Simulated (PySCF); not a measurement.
Molecule: SMILES CCC(=O)O, C$_{3}$H$_{6}$O$_{2}$.

Structure with atom numbers: `[CH3:1][CH2:2][C:3](=[O:4])[OH:5]`. Hydrogens are named by the atom that carries them.

Geometry PBE0-D3(BJ)/def2-SVP throughout; GIAO in PySCF, gas phase, one conformer, non-relativistic; equivalent atoms averaged; functional PBE0.

(1) How do the shifts δ (against TMS, H2O at the same level) depend on the basis set? (ppm; last column core-seconds on shared hosts with different chips, so compare them loosely)

(2) Which nucleus moves most, in ppm?

(3) Taking the largest basis, pcSseg-2 (264 functions), as the yardstick, rank the others by their worst heavy-atom deviation.

## Answers

(1) 
```
    basis set  functions     C3    C2    C1     O4     O5  H(O5)  H(C2)  H(C1)  core-s
       STO-3G         31  117.3  26.6  17.5  398.6  125.9   5.28   1.95   1.08     2.2
        6-31G         57  169.0  26.9  10.2  411.6  185.0   5.23   2.50   1.18     3.9
     pcSseg-0         57  189.9  28.7  11.0  478.0  213.8   5.00   2.63   1.33     3.2
       6-31G*         82  161.5  25.0  10.0  380.2  175.4   5.14   2.21   1.05     5.5
     def2-SVP        100  167.7  24.5   9.1  407.6  191.8   5.09   2.02   0.88     6.5
      cc-pVDZ        100  167.9  26.9  10.6  407.7  192.7   4.85   2.06   0.94     6.3
     pcSseg-1        115  177.6  26.8   9.6  436.6  210.7   5.63   2.22   1.07      12
  aug-cc-pVDZ        169  171.9  26.8   9.6  393.2  189.9   5.59   2.39   1.10      13
6-311+G(2d,p)        171  176.5  26.7   8.7  411.3  199.1   5.36   2.35   1.01      14
    def2-TZVP        191  178.1  27.2   9.4  420.2  204.5   5.39   2.31   1.00      17
      cc-pVTZ        234  176.5  26.7   9.3  421.0  204.0   5.58   2.31   1.02      20
     IGLO-III        235  181.4  27.8   9.4  423.3  204.7   5.61   2.37   1.04      21
     pcSseg-2        264  183.0  28.0   9.8  425.7  205.6   5.79   2.34   1.04      24
```

(2) O4 (carbonyl oxygen): from 380.2 ppm with 6-31G* to 478.0 ppm with pcSseg-0. The smallest spread is 0.45 ppm, at H(C1). Proton shifts span only some 12 ppm, so a few tenths of a ppm matter as much there as several ppm in carbon.

(3) IGLO-III 2.4 ppm (235 functions), def2-TZVP 5.5 ppm (191 functions), cc-pVTZ 6.4 ppm (234 functions), pcSseg-1 10.9 ppm (115 functions), 6-311+G(2d,p) 14.4 ppm (171 functions), cc-pVDZ 17.9 ppm (100 functions), def2-SVP 18.1 ppm (100 functions), 6-31G 20.6 ppm (57 functions), aug-cc-pVDZ 32.5 ppm (169 functions), 6-31G* 45.4 ppm (82 functions), pcSseg-0 52.3 ppm (57 functions), STO-3G 79.7 ppm (31 functions).

A small basis that lands close on one nucleus may do so by chance; judge by the trend and by all nuclei.
